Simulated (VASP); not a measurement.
A run of VASP 6.6.1:

INCAR

```
PREC = Accurate
ENCUT = 520
EDIFF = 1E-6
ISMEAR = 0
SIGMA = 0.15
LREAL = False
LASPH = True
NELM = 100
ALGO = Normal
ISIF = 2
LWAVE = False
LCHARG = False
GGA = CA
NBANDS = 8
```

KPOINTS

```
Automatic mesh
0
Gamma
  20 20 20
```

Contents of POSCAR:

```
Li
1.0
   -1.6975000000      1.7500000000      1.7500000000
    1.6975000000     -1.7500000000      1.7500000000
    1.6975000000      1.7500000000     -1.7500000000
Li
1
Direct
    0.0000000000      0.0000000000      0.0000000000
```

Potentials or basis: VASP PAW LDA potentials, release 64 (Li_sv).

Launch:

```console
$ cat potpaw_LDA.64/Li_sv/POTCAR > POTCAR
$ mpirun -np 1 vasp_std > vasp.out
```

Hardware: 1 thread of Intel(R) Xeon(R) Platinum 8488C (Sapphire Rapids), with other jobs on the host.

Question: How long does it take, and how much memory?

Answer: Run time: 26 s on 1 thread of Intel(R) Xeon(R) Platinum 8488C (Sapphire Rapids), on a shared host, peak memory 0.18 GiB. Counts: scf iterations 9, k points 641.
